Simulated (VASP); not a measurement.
SnO (Romarchite): relaxation of cell and atoms with PBE+D3(BJ)

SnO (Romarchite):

```
Sn O
1.0
     3.79860    0.00000    0.00000
     0.00000    3.79860    0.00000
     0.00000    0.00000    4.84080
Sn O
2 2
Direct
  0.50000 0.00000 0.23690
  0.00000 0.50000 0.76310
  0.00000 0.00000 0.00000
  0.50000 0.50000 0.00000
```

| Item | Value |
| --- | --- |
| Program | VASP 6.6.1 |
| Task | relaxation of cell and atoms |
| Functional | PBE |
| Dispersion | D3(BJ) |
| Potentials or basis | VASP PAW PBE potentials, release 64 (Sn_d, O) |
| Cutoff | 600 eV |
| k mesh | 8 × 8 × 6 |
| Occupations | gaussian, width 0.03 eV |
| Spin | no spin polarisation |
| Further INCAR settings | ALGO = Normal; EDIFF = 1e-06; IBRION = 2; EDIFFG = -0.01; NSW = 90; ISIF = 3 |

| Quantity | Value |
| --- | --- |
| Relaxed volume | 17.39 Å³/atom |
| Relaxed cell | a = 3.835 Å, b = 3.835 Å, c = 4.728 Å, α = 90.00°, β = 90.00°, γ = 90.00° |
| Space group after relaxing (to 0.05 Å) | P4/nmm (No. 129) |
| Energy gained by relaxing | 7.0 meV/atom |
| Ionic steps | 15 |
| Pressure after relaxing | 0.0 GPa |
| Largest force after relaxing | 0.004 eV/Å |
| Band gap on the k mesh | none (metal or under the smearing width) |
| Dispersion energy per atom | -0.237 eV |

Forces in eV/Å, atoms in the order of the input:
```
Sn   0.000  0.000 -0.004
Sn   0.000  0.000  0.004
O    0.000  0.000  0.000
O    0.000  0.000  0.000
```

Stress tensor (GPa, compression positive):
```
-0.04  0.00  0.00
 0.00 -0.04  0.00
 0.00  0.00  0.04
```

The path:
```tsv
step	energy change (eV)	largest force (eV/Å)	pressure (GPa)	volume (Å³)
1	0.0000	0.5986	2.85	69.85
2	0.0007	0.5050	-2.93	73.04
3	-0.0222	0.0328	-0.21	71.39
4	-0.0222	0.0443	-0.09	71.36
5	-0.0234	0.0545	-0.12	71.24
6	-0.0256	0.0856	-0.12	70.88
7	-0.0239	0.1446	-0.08	70.13
8	-0.0259	0.1072	-0.12	70.66
9	-0.0269	0.0494	-0.19	70.42
10	-0.0275	0.0452	-0.41	69.97
11	-0.0279	0.0041	0.09	69.37
12	-0.0280	0.0122	-0.01	69.50
13	-0.0280	0.0142	-0.05	69.53
14	-0.0280	0.0153	-0.02	69.52
15	-0.0280	0.0041	-0.02	69.55
```

Final structure:
```xyz
4
Lattice="3.8354 0.0000 0.0000 0.0000 3.8354 0.0000 0.0000 0.0000 4.7280" Properties=species:S:1:pos:R:3 pbc="T T T"
Sn    1.9177    0.0000    1.1629
Sn    0.0000    1.9177    3.5651
O     0.0000    0.0000    0.0000
O     1.9177    1.9177    0.0000
```

Levels at points of the mesh, in eV from the Fermi level:
| k point | band 16 | band 17 | band 18 | band 19 | band 20 | band 21 | band 22 | band 23 | band 24 |
| --- | --- | --- | --- | --- | --- | --- | --- | --- | --- |
| (0.00, 0.00, 0.00) | -6.08 | -3.33 | -3.03 | -3.03 | 0.01 | 2.21 | 4.48 | 4.48 | 4.80 |
| (0.50, 0.00, 0.00) | -4.80 | -4.67 | -4.67 | -2.69 | -2.69 | 3.33 | 3.33 | 5.78 | 5.78 |
| (0.50, 0.50, 0.00) | -4.91 | -2.38 | -2.38 | -1.86 | -1.86 | -0.06 | -0.06 | 4.56 | 4.56 |
| (0.00, 0.00, 0.50) | -3.42 | -3.04 | -3.04 | -2.94 | -2.08 | 1.75 | 2.77 | 2.77 | 3.54 |
| (0.50, 0.00, 0.50) | -5.33 | -4.62 | -4.62 | -1.67 | -1.67 | 2.74 | 2.74 | 5.24 | 5.24 |
| (0.50, 0.50, 0.50) | -5.47 | -2.77 | -2.77 | -2.38 | -2.38 | 2.32 | 2.32 | 4.30 | 4.30 |

It took 4.3 min on 2 MPI ranks on AMD EPYC 9R45 (Zen 5) (shared host), peak memory 0.25 GiB a rank.

Caveat: pairwise dispersion overbinds metals, which lowers pressure and volume.
